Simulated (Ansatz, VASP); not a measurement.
One calculation of PtSe2, two programs

```
Pt Se
1.0
     1.82050    1.05106    5.48450
    -1.82050    1.05106    5.48450
     0.00000   -2.10213    5.48450
Pt Se
1 2
Direct
  0.99924 0.99924 0.99924
  0.42198 0.42198 0.42198
  0.24545 0.24545 0.24545
```

Alike in both runs: task single point; functional PBE; k mesh 6 × 6 × 6; occupations methfessel-paxton of order 1, width 0.5 eV; no spin polarisation.

|  | VASP | Ansatz |
| --- | --- | --- |
| version | VASP 6.6.1 | Ansatz 0.2.0 |
| potentials or method | VASP PAW PBE potentials, release 64 (Pt, Se) | plane waves |
| plane-wave cutoff (eV) | 520 | 420 |
| valence electrons in the cell | 22 | 50 |

|  | VASP | Ansatz | Ansatz less VASP |
| --- | --- | --- | --- |
| pressure (GPa) | 3.5 | 3.5 | +0.01 |
| largest component of the traceless stress (GPa) | 0.27 | 0.27 | -0.001 |
| rms of the force components (eV/Å) | 0.151 | 0.149 | -0.0021 |

Atom by atom the forces differ by 0.002 eV/Å (rms over components). The functional is the same, so the differences come from potentials, cutoffs and numerics. The two sets of potentials don't hold the same shells in valence.

Spin-orbit coupling is left out, which matters for the levels of Pt.
